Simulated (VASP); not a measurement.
Na2S:

```
CELL_PARAMETERS angstrom
0.00000 3.26300 3.26300
3.26300 0.00000 3.26300
3.26300 3.26300 0.00000
ATOMIC_POSITIONS crystal
Na 0.25000 0.25000 0.25000
Na 0.75000 0.75000 0.75000
S 0.00000 0.00000 0.00000
```

| Quantity | Value |
| --- | --- |
| Program | VASP 6.6.1 |
| Task | relaxation of cell and atoms |
| Functional | PBE |
| Dispersion | D3(BJ) |
| Potentials or basis | VASP PAW PBE potentials, release 64 (Na_pv, S) |
| Cutoff | 600 eV |
| k mesh | 6 × 6 × 6 |
| Occupations | gaussian, width 0.02 eV |
| Spin | no spin polarisation |

At the start: pressure -1.1 GPa; volume 23.16 Å³/atom.

Q: Where does the relaxation end?

A: Over 4 steps the energy falls by 3.2 meV/atom and the volume is 22.27 Å³/atom (-3.8 %); space group Fm-3m (No. 225, to 0.05 Å).

Step by step:
| step | energy change (eV) | largest force (eV/Å) | pressure (GPa) | volume (Å³) |
| --- | --- | --- | --- | --- |
| 1 | 0.0000 | 0.0000 | -1.13 | 69.48 |
| 2 | -0.0081 | 0.0000 | -0.48 | 67.86 |
| 3 | -0.0094 | 0.0000 | 0.11 | 66.59 |
| 4 | -0.0095 | 0.0000 | 0.01 | 66.82 |

Final structure:
```
CELL_PARAMETERS angstrom
0.00000 3.22077 3.22077
3.22077 0.00000 3.22077
3.22077 3.22077 0.00000
ATOMIC_POSITIONS crystal
Na 0.25000 0.25000 0.25000
Na 0.75000 0.75000 0.75000
S 0.00000 0.00000 0.00000
```
